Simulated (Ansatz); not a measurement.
# TiNi in Ansatz: the effect of fixed moment

TiNi:

```
Ni Ti
1.0
     3.82195    0.00000    0.00000
     0.00000    3.82195    0.00000
     0.00000    0.00000    3.63625
Ni Ti
2 2
Cartesian
  0.0000 0.0000 0.0000
  1.9110 1.9110 0.0000
  1.9110 0.0000 1.8879
  0.0000 1.9110 1.7483
```

The cell comes from a database or a generator and needn't be the stable form of this composition.

Alike in all runs:

* Program: Ansatz 0.2.0
* Task: single point
* Functional: PBEsol
* Potentials or basis: Ansatz PAW
* Cutoff: 420 eV (not typed: the program's choice for these potentials)
* k mesh: 6 × 6 × 6
* Occupations: fermi-dirac, width 0.05 eV

```csv
fixed moment,spin,starting moments,energy over the lowest run (meV/atom),pressure (GPa),largest force (eV/Å)
0,"collinear spin, program default start",-,0.0,-4.9,0.17
1,"collinear spin, ferromagnetic start","[0.25, 0.25, 0.25, 0.25] μB",3.5,-4.7,0.12
2,"collinear spin, ferromagnetic start","[0.5, 0.5, 0.5, 0.5] μB",?,?,?
3,"collinear spin, ferromagnetic start","[0.75, 0.75, 0.75, 0.75] μB",89.2,-1.9,0.21
4,"collinear spin, ferromagnetic start","[1.0, 1.0, 1.0, 1.0] μB",192.5,0.6,0.20
5,"collinear spin, ferromagnetic start","[1.25, 1.25, 1.25, 1.25] μB",352.3,3.6,0.28
6,"collinear spin, ferromagnetic start","[1.5, 1.5, 1.5, 1.5] μB",575.5,7.3,0.45
8,"collinear spin, ferromagnetic start","[2.0, 2.0, 2.0, 2.0] μB",1302.9,18.1,0.90
```

What does the run with fixed moment 2 give?

Energy over the lowest run 24.2 meV/atom; pressure -3.8 GPa; largest force 0.12 eV/Å.

Worked out: A parabola through the other rows of the energy over the lowest run, of slope 39.4 meV/atom per unit of fixed moment there, gives -10.8 meV/atom, against the run's 24.2. A parabola through the other rows of the pressure, of slope 1.32 GPa per unit of fixed moment there, gives -3.7 GPa, against the run's -3.8. A parabola through the other rows of the largest force, of slope 0.0075 eV/Å per unit of fixed moment there, gives 0.12 eV/Å, against the run's 0.12.

Caveats: the total moment is fixed, so each spin has its own Fermi level; the PAW data sets come from PBE, with cores solved anew for the run's functional, which leaves a small shift of forces and pressure; the thresholds are loose for stress.
